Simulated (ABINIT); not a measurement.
## NaCl: single point with PBE

NaCl:

```
Cl Na
1.0
     3.50219    0.00000    0.00000
     0.00000    3.50219    0.00000
     0.00000    0.00000    3.50219
Cl Na
1 1
Direct
  0.50000 0.50000 0.50000
  0.00000 0.00000 0.00000
```

Measurements of this composition are mostly on another form, of space group No. 225.

```json
{"Program": "ABINIT 10.8.3 (patched build)", "Task": "single point", "Functional": "PBE", "Potentials or basis": "JTH PAW PBE v2.0", "Cutoff": "1225 eV", "k mesh": "3 × 3 × 3", "Occupations": "fermi-dirac, width 0.05 eV", "Spin": "no spin polarisation", "Fine-grid cutoff": "1836.77 eV", "Exchange and correlation inside the PAW spheres": "full angular mesh (pawxcdev 0, this build's default; the released program takes 1)"}
```

```
Pressure                                              : 0.6 GPa
Band gap on the k mesh                                : 4.08 eV, indirect (least direct gap 4.44 eV)
Valence electrons inside the program's atomic spheres : Cl 4.38; Na 7.62
```

Levels at points of the mesh, in eV from the valence-band top:
```
           k point  band 5  band 6  band 7  band 8  band 9  band 10  band 11  band 12
(0.00, 0.00, 0.00)  -13.24   -0.36   -0.36   -0.36    4.08     8.69     8.69    15.74
```

It took 6 s on 1 thread of Arm Neoverse V1 (shared host), peak memory 0.11 GiB.

Caveat: the k mesh is coarse (spacing up to 0.60 Å⁻¹), so the values aren't converged; an odd mesh through Γ misses points on the zone boundary, where band edges often lie.
